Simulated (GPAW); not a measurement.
Runs of GPAW 26.7.0 on ZrB2. Symmetry: P6/mmm, No. 191, hexagonal system. Conventional cell: a = 3.170 Å, b = 3.170 Å, c = 3.533 Å, α = 90.00°, β = 90.00°, γ = 120.00°. Zr (site symmetry 6/mmm) is surrounded by 12 B at 2.54 Å. B (site symmetry -6m2) is surrounded by 3 B at 1.83 Å. 

```csv
task,level,potentials or basis,spin,cell,k mesh,eigensolver,optimizer,fmax,max steps,band path,gap on the mesh (eV),pressure (GPa),relaxed volume (Å³/atom)
relaxation of cell and atoms,BLYP+D3(BJ),"PAW data sets generated in the run's folder for this functional, pw",off,relaxed,7 × 7 × 5,davidson,LBFGS,0.02 eV/Å,100,-,none,-0.2,(b)
band structure,revPBE,"the program's PAW data sets (release 1.2.1) made for this functional, pw",off,as given,10 × 10 × 8,-,-,-,-,"GMKGALHA,LM,KH",-,(a),-
relaxation of cell and atoms,r2SCAN,"GPAW PAW data sets (gpaw-data 1.2.1), pw",off,relaxed,7 × 7 × 5,-,BFGS,0.01 eV/Å,60,-,none,0.0,10.28
band structure,BLYP,"PAW data sets generated in the run's folder for this functional, pw",off,as given,10 × 10 × 8,davidson,-,-,-,"GMKGALHA,LM,KH",-,6.1,-
band structure,r2SCAN,"GPAW PAW data sets (gpaw-data 1.2.1), pw","SOC, no magnetisation",as given,7 × 7 × 6,-,-,-,-,"GMKGALHA,LM,KH",-,0.5,-
```

Alike in all rows: cutoff (eV) 800; smearing fermi-dirac 0.05 eV.

Problem. Estimate the missing entries.

Solution. (a) 2.8; (b) 9.92.

Caveats: later steps reuse the first step's grids (some runs); the PAW data sets were made with another functional, which shifts forces and pressure a little (some runs); pairwise dispersion overbinds metals, which lowers pressure and volume (some runs); spin-orbit coupling was added after a scalar SCF, so levels and gaps hold it while energy, forces, pressure and moments don't (some runs); this program's spin-orbit splittings come out too wide for heavy elements (some runs).

A k mesh can miss the band edges, and rows without SOC leave out spin-orbit coupling on Zr.

A gap of «none» marks a metal or a gap under the smearing width.

Runs at the PBE level aren't shown here.
